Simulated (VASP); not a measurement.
The system is W.

```
W
1.0
     0.00000    2.00063    2.00063
     2.00063    0.00000    2.00063
     2.00063    2.00063    0.00000
W
1
Direct
  0.00000 0.00000 0.00000
```

This isn't the form of W at room conditions, which is bcc.

Base run:

| Item | Value |
| --- | --- |
| Program | VASP 6.6.1 |
| Functional | PBEsol |
| Potentials or basis | VASP PAW PBE potentials, release 64 (W_sv) |
| Cutoff | 520 eV |
| k mesh | 18 × 18 × 18 |
| Occupations | gaussian, width 0.5 eV |
| Spin | no spin polarisation |

Its results: band gap on the k mesh none (metal or under the smearing width); pressure 0.6 GPa.

Q: The run is repeated on the same cell with these changes: cutoff from 520 eV to 700 eV; occupations from gaussian, width 0.5 eV to gaussian, width 0.1 eV. What comes out?

A: Band gap on the k mesh none (metal or under the smearing width); pressure 0.0 GPa.

Caveats: the PAW data sets were made with another functional, which shifts forces and pressure a little.
